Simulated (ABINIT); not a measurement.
The system is Bi.

```
Bi
1.0
    -1.98143    1.98143    1.98143
     1.98143   -1.98143    1.98143
     1.98143    1.98143   -1.98143
Bi
1
Direct
  0.00000 0.00000 0.00000
```

This isn't the form of Bi at room conditions, which is rhombohedral.

Program: ABINIT 10.8.3 (patched build). Alike in all runs: task band structure; potentials or basis JTH PAW PBE v2.0; no spin polarisation; cell as given; k mesh 9 × 9 × 9; cutoff (eV) 707; smearing fermi-dirac 0.05 eV.

Order these runs on this cell by their pressure, lowest first.
A. level PBEsol
B. level BLYP
C. level r2SCAN

A (-2.5 GPa), C (-0.4 GPa), B (4.5 GPa).

Caveats: the PAW data sets were made with another functional, which shifts forces and pressure a little.
